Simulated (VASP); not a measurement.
# Ir in VASP: relaxation of the atoms with LDA

Aim: the relaxation of the atoms of Ir with LDA.

Everything below comes from runs of VASP 6.6.1. Logs are shortened: lines on timing, memory, paths and dates and some standing lists are left out, and cuts for length are marked.

## (1) Starting point

The cell holds a slab with vacuum, 11 atoms: a = 3.840 Å, b = 2.715 Å, c = 29.576 Å, α = 90.00°, β = 90.00°, γ = 90.00°.

The cell was built by a generator and needn't be a form met in nature.

## (2) Relaxation of the atoms, LDA

INCAR

```
SYSTEM = Ir
PREC     = Accurate       ! precision mode
ENCUT    = 520            ! plane-wave cutoff, eV
EDIFF    = 1E-6           ! SCF threshold, eV
ISMEAR   = 1              ! smearing method
SIGMA    = 0.1            ! smearing width, eV
LREAL    = .False.        ! projectors in reciprocal space
LASPH    = .True.         ! aspherical terms in the spheres
NELM     = 60             ! most SCF steps
ALGO     = Fast           ! electronic algorithm
ISIF     = 2              ! what is computed and relaxed
LWAVE    = .False.        ! write WAVECAR
LCHARG   = .False.        ! write CHGCAR
LDIPOL   = .True.       
IDIPOL   = 3            
DIPOL    = 0.5 0.5 0.500
IBRION   = 2              ! ionic algorithm
NSW      = 80             ! ionic steps
EDIFFG   = -0.01          ! ionic threshold
LVHAR    = .True.       
LVACPOTAV= .True.
```

KPOINTS

```
Automatic mesh
0
Gamma
  10 12 1
  0 0 0
```

POSCAR

```
Ir
1.0
    3.8400000000      0.0000000000      0.0000000000
    0.0000000000      2.7152900400      0.0000000000
    0.0000000000      0.0000000000     29.5764501981
Ir
11
Direct
    0.0000000000      0.0000000000      0.2704854689
    0.5000000000      0.5000000000      0.3163883751
    0.0000000000      0.0000000000      0.3622912813
    0.5000000000      0.5000000000      0.4081941876
    0.0000000000      0.0000000000      0.4540970938
    0.5000000000      0.5000000000      0.5000000000
    0.0000000000      0.0000000000      0.5459029062
    0.5000000000      0.5000000000      0.5918058124
    0.0000000000      0.0000000000      0.6377087187
    0.5000000000      0.5000000000      0.6836116249
    0.0000000000      0.0000000000      0.7295145311
```

Potentials or basis: VASP PAW LDA potentials, release 64 (Ir).

Started as:

```
$ cat potpaw_LDA.64/Ir/POTCAR > POTCAR
$ mpirun -np 1 vasp_std > vasp.out
```

OUTCAR:

```text
SYSTEM = Ir
   PREC = Accurate
   ENCUT = 520
   EDIFF = 1E-6
   ISMEAR = 1
   LREAL = .False.
   LASPH = .True.
   NELM = 60
   ISIF = 2
   IBRION = 2
   NSW = 80
   EDIFFG = -0.01

 ion  position               nearest neighbor table
   1  0.000  0.000  0.270-   3 2.72   2 2.72   2 2.72   2 2.72   2 2.72
   2  0.500  0.500  0.316-   1 2.72   1 2.72   1 2.72   1 2.72   3 2.72   3 2.72   3 2.72   3 2.72
                             4 2.72
   3  0.000  0.000  0.362-   1 2.72   2 2.72   2 2.72   2 2.72   2 2.72   4 2.72   4 2.72   4 2.72
                             4 2.72   5 2.72
   4  0.500  0.500  0.408-   6 2.72   5 2.72   5 2.72   5 2.72   5 2.72   3 2.72   3 2.72   3 2.72
                             3 2.72   2 2.72
   5  0.000  0.000  0.454-   7 2.72   6 2.72   4 2.72   4 2.72   6 2.72   4 2.72   6 2.72   4 2.72
                             6 2.72   3 2.72
   6  0.500  0.500  0.500-   4 2.72   8 2.72   7 2.72   5 2.72   5 2.72   7 2.72   5 2.72   7 2.72
                             5 2.72   7 2.72
   7  0.000  0.000  0.546-   5 2.72   6 2.72   8 2.72   6 2.72   8 2.72   6 2.72   8 2.72   6 2.72
                             8 2.72   9 2.72
   8  0.500  0.500  0.592-   6 2.72   7 2.72   7 2.72   7 2.72   7 2.72   9 2.72   9 2.72   9 2.72
                             9 2.72  10 2.72
   9  0.000  0.000  0.638-  11 2.72  10 2.72  10 2.72  10 2.72  10 2.72   8 2.72   8 2.72   8 2.72
                             8 2.72   7 2.72
  10  0.500  0.500  0.684-  11 2.72  11 2.72  11 2.72  11 2.72   9 2.72   9 2.72   9 2.72   9 2.72
                             8 2.72
  11  0.000  0.000  0.730-   9 2.72  10 2.72  10 2.72  10 2.72  10 2.72

  LATTYP: Found a simple orthorhombic cell.
 ALAT       =     2.7152900400
 B/A-ratio  =     1.4142135622
 C/A-ratio  =    10.8925565087

  Lattice vectors:

 A1 = (   0.0000000000,  -2.7152900400,   0.0000000000)
 A2 = (   3.8400000000,   0.0000000000,   0.0000000000)
 A3 = (   0.0000000000,   0.0000000000,  29.5764501981)

Analysis of symmetry for initial positions (statically):
=====================================================================
 Subroutine PRICEL returns:
 Original cell was already a primitive cell.

 Routine SETGRP: Setting up the symmetry group for a
 simple orthorhombic supercell.

 Subroutine GETGRP returns: Found  8 space group operations
 (whereof  8 operations were pure point group operations)
 out of a pool of  8 trial point group operations.

The static configuration has the point symmetry D_2h.

Analysis of symmetry for dynamics (positions and initial velocities):
=====================================================================
 Subroutine PRICEL returns:
 Original cell was already a primitive cell.

 Routine SETGRP: Setting up the symmetry group for a
 simple orthorhombic supercell.

 Subroutine GETGRP returns: Found  8 space group operations
 (whereof  8 operations were pure point group operations)
 out of a pool of  8 trial point group operations.

The dynamic configuration has the point symmetry D_2h.

 Subroutine INISYM returns: Found  8 space group operations
 (whereof  8 operations are pure point group operations),
 and found     1 'primitive' translations

----------------------------------------------------------------------------------------

                                     Primitive cell

  volume of cell :     308.3852

  direct lattice vectors                    reciprocal lattice vectors
     3.840000000  0.000000000  0.000000000     0.260416667  0.000000000  0.000000000
     0.000000000  2.715290040  0.000000000     0.000000000  0.368284782  0.000000000
     0.000000000  0.000000000 29.576450198     0.000000000  0.000000000  0.033810684

  length of vectors
     3.840000000  2.715290040 29.576450198     0.260416667  0.368284782  0.033810684

  position of ions in fractional coordinates (direct lattice)
     0.000000000  0.000000000  0.270485469
     0.500000000  0.500000000  0.316388375
     0.000000000  0.000000000  0.362291281
     0.500000000  0.500000000  0.408194188
     0.000000000  0.000000000  0.454097094
     0.500000000  0.500000000  0.500000000
     0.000000000  0.000000000  0.545902906
     0.500000000  0.500000000  0.591805812
     0.000000000  0.000000000  0.637708719
     0.500000000  0.500000000  0.683611625
[... 47 lines left out ...]
  0.300000  0.000000  0.000000      2.000000
  0.400000  0.000000  0.000000      2.000000
  0.500000  0.000000  0.000000      1.000000
[... 16 lines left out ...]
  0.400000  0.250000  0.000000      4.000000
  0.500000  0.250000  0.000000      2.000000
 [... further k-points ...]
   k-points           NKPTS =     42   k-points in BZ     NKDIM =     42   number of bands    NBANDS=     59
   number of dos      NEDOS =    301   number of ions     NIONS =     11
   total plane-waves  NPLWV = 134400
   dimension x,y,z NGX =    30 NGY =   20 NGZ =  224
   dimension x,y,z NGXF=    60 NGYF=   40 NGZF=  448
   ions per type =              11
   NGX,Y,Z   is equivalent  to a cutoff of  12.99, 12.25, 12.59 a.u.
   NGXF,Y,Z  is equivalent  to a cutoff of  25.98, 24.49, 25.18 a.u.
 SYSTEM =  Ir
   PREC   = accura    normal or accurate (medium, high low for compatibility)
   ISTART =      0    job   : 0-new  1-cont  2-samecut
   ICHARG =      2    charge: 1-file 2-atom 10-const
   ISPIN  =      1    spin polarized calculation?
   LNONCOLLINEAR =      F non collinear calculations
   LSORBIT =      F    spin-orbit coupling
   LASPH  =      T    aspherical Exc in radial PAW
   ENCUT  =  520.0 eV  38.22 Ry    6.18 a.u.   7.14  5.05 54.99*2*pi/ulx,y,z
   NELM   =     60;   NELMIN=  2; NELMDL= -5     # of ELM steps
   EDIFF  = 0.1E-05   stopping-criterion for ELM
   LREAL  =      F    real-space projection
   EDIFFG = -.1E-01   stopping-criterion for IOM
   NSW    =     80    number of steps for IOM
   IBRION =      2    ionic relax: 0-MD 1-quasi-New 2-CG
   NFREE  =      1    steps in history (QN), initial steepest desc. (CG)
   ISIF   =      2    stress and relaxation
   ISYM   =      2    0-nonsym 1-usesym 2-fastsym
   POTIM  = 0.5000    time-step for ionic-motion
   TEBEG  =    0.0;   TEEND  =   0.0 temperature during run
   PSTRESS=    0.0 pullay stress
   NELECT =      99.0000    total number of electrons
   NUPDOWN=      -1.0000    fix difference up-down
   EMIN   =  10.00;   EMAX   =-10.00  energy-range for DOS
   EFERMI =   0.00;   METHOD = LEGACY
   ISMEAR =     1;   SIGMA  =   0.10  broadening in eV -4-tet -1-fermi 0-gaus
   EFERMI_NEDOS =   21; number of points for ismear=-14 and -15
   IALGO  =     68    algorithm
   IMIX   =      4    mixing-type and parameters
     AMIX     =   0.40;   BMIX     =  1.00
     AMIX_MAG =   1.60;   BMIX_MAG =  1.00
  volume/ion in A,a.u.               =      28.04       189.19
  Fermi-wavevector in a.u.,A,eV,Ry     =   1.120956  2.118300 17.096310  1.256543
  Thomas-Fermi vector in A             =   2.257607
   LORBIT       =      0    0 simple, 1 ext, 2 COOP (PROOUT), +10 PAW based schemes
   GGA     = CA    functional components
   LHFCALC =     F    Hartree Fock is set to
   AEXX    =    0.0000 exact exchange contribution
   IVDW    =     0    specifies the selected vdW correction
   LEPSILON=     F    determine dielectric tensor
   LRPA    =     F    only Hartree local field effects (RPA)
 conjugate gradient relaxation of ions
 non-spin polarized calculation
 RMM-DIIS sequential band-by-band and
 Methfessel and Paxton  Order N= 1 SIGMA  =   0.10
  energy-cutoff  :      520.00
  volume of cell :      308.39
 maximum number of plane-waves:      8374
 NGX is ok and might be reduce to    30
   NGX = 15   NGY = 11   NGZ =109

--------------------------------------- Ionic step        1  -------------------------------------------

 number of electron      98.9999994 magnetization

 Free energy of the ion-electron system (eV)
  ---------------------------------------------------
  ext. energy  EPLUGINS =         0.00000000
  ---------------------------------------------------
  free energy    TOTEN  =      -108.59118388 eV

  energy without entropy =     -108.59093394  energy(sigma->0) =     -108.59110057

------------------------ aborting loop because EDIFF is reached ----------------------------------------

  FORCE on cell =-STRESS in cart. coord.  units (eV):
  Direction    XX          YY          ZZ          XY          YZ          ZX
  --------------------------------------------------------------------------------------
  -------------------------------------------------------------------------------------
  Total      -12.7432183    -15.0404763    -12.7780107      0.0000000      0.0000000      0.0000000
  in kB      -66.2058254    -78.1409476    -66.3865851      0.0000000      0.0000000      0.0000000
  external PRESSURE =     -70.2444527 kB  Pullay stress =       0.0000000 kB
[... 116 lines left out ...]
  FREE ENERGIE OF THE ION-ELECTRON SYSTEM (eV)
  ---------------------------------------------------
  free  energy   TOTEN  =      -108.9598028180 eV

  energy  without entropy=     -108.9584784599  energy(sigma->0) =     -108.95936137

 dipolmoment           0.000000      0.000000      0.000000 electrons x Angstroem

[... ionic steps 4 to 12 ...]

--------------------------------------- Ionic step       13  -------------------------------------------

 number of electron      98.9999993 magnetization

------------------------ aborting loop because EDIFF is reached ----------------------------------------
[... 85 lines left out ...]
--------------------------------------- Ionic step       15  -------------------------------------------

 number of electron      98.9999993 magnetization

 dipolmoment           0.000000      0.000000     -0.000000 electrons x Angstroem

 Free energy of the ion-electron system (eV)
  ---------------------------------------------------
  ext. energy  EPLUGINS =         0.00000000
  ---------------------------------------------------
  free energy    TOTEN  =      -109.03660885 eV

  energy without entropy =     -109.03908062  energy(sigma->0) =     -109.03743277

 E-fermi :   2.5983     XC(G=0):  -7.8103

 val. band max:        2.5946963587   @ k =   0.5000   0.5000   0.0000
 cond. band min:       2.5997669884   @ k =   0.4000   0.0000   0.0000
 fundamental gap:      0.0050706298
 Fermi energy:         2.5982945658

 k-point     1 :       0.0000    0.0000    0.0000
  band No.  band energies     occupation
      1      -8.3699      2.00000
      2      -7.7107      2.00000
      3      -6.7461      2.00000
      4      -5.7038      2.00000
      5      -5.2567      2.00000
      6      -4.8615      2.00000
[... 1477 lines left out ...]
     58       4.0666     -0.00000
     59       4.3175     -0.00000

 [... further k-points ...]

------------------------ aborting loop because EDIFF is reached ----------------------------------------

  FORCE on cell =-STRESS in cart. coord.  units (eV):
  Direction    XX          YY          ZZ          XY          YZ          ZX
  --------------------------------------------------------------------------------------
  -------------------------------------------------------------------------------------
  Total       -5.7776544    -10.6930552     -0.1135050      0.0000000      0.0000000      0.0000000
  in kB      -30.0170937    -55.5544553     -0.5897011      0.0000000      0.0000000      0.0000000
  external PRESSURE =     -28.7204167 kB  Pullay stress =       0.0000000 kB
[... 26 lines left out ...]
  FREE ENERGIE OF THE ION-ELECTRON SYSTEM (eV)
  ---------------------------------------------------
  free  energy   TOTEN  =      -109.0366088500 eV

  energy  without entropy=     -109.0390806179  energy(sigma->0) =     -109.03743277

 reached required accuracy - stopping structural energy minimisation

 vacuum level on the upper side and lower side of the slab         7.811         7.811
```

Wall time 2.8 h (1 thread of Intel Xeon Platinum 8488C (Sapphire Rapids), shared host); peak memory 0.62 GiB.

Results:

* Free energy: -109.0366 eV
* Energy gained by relaxing: 40.5 meV/atom
* Ionic steps: 15
* Largest force after relaxing: 0.005 eV/Å
* Band gap on the k mesh: none (metal or under the smearing width)
* Work function of the upper face: 5.21 eV
* Work function of the lower face: 5.21 eV

Forces on the atoms (eV/Å):
```
Ir   0.000  0.000  0.003
Ir   0.000  0.000 -0.004
Ir   0.000  0.000  0.005
Ir   0.000  0.000  0.000
Ir   0.000  0.000  0.001
Ir   0.000  0.000  0.000
Ir   0.000  0.000 -0.001
Ir   0.000  0.000  0.000
Ir   0.000  0.000 -0.005
Ir   0.000  0.000  0.004
Ir   0.000  0.000 -0.003
```

Step by step:
```csv
step,energy change (eV),largest force (eV/Å),pressure (GPa)
1,0.0000,2.0657,-7.02
2,-0.3580,0.5589,-5.28
3,-0.3686,0.7128,-4.85
4,-0.4103,0.2863,-4.48
5,-0.4161,0.2665,-4.24
6,-0.4270,0.1550,-3.94
7,-0.4333,0.2122,-3.54
8,-0.4413,0.1203,-3.34
9,-0.4432,0.1063,-3.20
10,-0.4434,0.1269,-3.13
11,-0.4447,0.1029,-2.77
12,-0.4452,0.0551,-2.91
13,-0.4452,0.0555,-2.90
14,-0.4454,0.0239,-2.86
15,-0.4454,0.0046,-2.87
```

Final structure:
```
CELL_PARAMETERS angstrom
3.84000 0.00000 0.00000
0.00000 2.71529 0.00000
0.00000 0.00000 29.57645
ATOMIC_POSITIONS crystal
Ir 0.00000 0.00000 0.27729
Ir 0.50000 0.50000 0.31596
Ir 0.00000 0.00000 0.36426
Ir 0.50000 0.50000 0.40957
Ir 0.00000 0.00000 0.45384
Ir 0.50000 0.50000 0.50000
Ir 0.00000 0.00000 0.54616
Ir 0.50000 0.50000 0.59043
Ir 0.00000 0.00000 0.63574
Ir 0.50000 0.50000 0.68404
Ir 0.00000 0.00000 0.72271
```

Levels at points of the mesh, in eV from the Fermi level:
| k point | band 48 | band 49 | band 50 | band 51 | band 52 | band 53 | band 54 | band 55 |
| --- | --- | --- | --- | --- | --- | --- | --- | --- |
| (0.00, 0.00, 0.00) | -0.98 | -0.90 | -0.68 | -0.38 | -0.37 | 0.22 | 0.32 | 0.49 |
| (0.50, 0.00, 0.00) | -0.26 | -0.10 | 0.02 | 0.14 | 0.30 | 0.32 | 0.38 | 0.41 |
| (0.00, 0.50, 0.00) | 0.69 | 0.75 | 0.78 | 0.96 | 1.25 | 1.27 | 1.36 | 1.51 |
| (0.50, 0.50, 0.00) | 0.68 | 0.69 | 0.70 | 0.87 | 0.88 | 0.91 | 0.95 | 0.99 |
